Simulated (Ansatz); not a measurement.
## Strain response of Ni

Computed with Ansatz 0.2.0, DFT PBE, scalar-relativistic, plane waves, PAW. Settings: 420 eV cutoff, 20×20×14 k-mesh, Gaussian smearing of 0.10 eV, collinear spin.

Reference structure (relaxed):

```
CELL_PARAMETERS angstrom
1.75926 1.75926 0.00000
-1.75926 1.75926 0.00000
0.00000 0.00000 3.51852
ATOMIC_POSITIONS crystal
Ni 0.00000 0.00000 0.00000
Ni 0.50000 0.50000 0.50000
```

Deformation: biaxial strain in the a-b plane, with the length and tilt of c and the atoms relaxed, all within the symmetry that the strain leaves. Energies are extrapolated to zero smearing. Stress is positive in compression, on the Cartesian axes of the cell above.

Strains computed: -3.0, -2.0, -1.0, +1.0, +2.0 %.

**Question.** At which strain does the energy stand 1.7 meV/atom over the relaxed crystal with σxx = -2.44, σyy = -2.44, σzz = 0.00 GPa?

**Answer.** +1.0 %.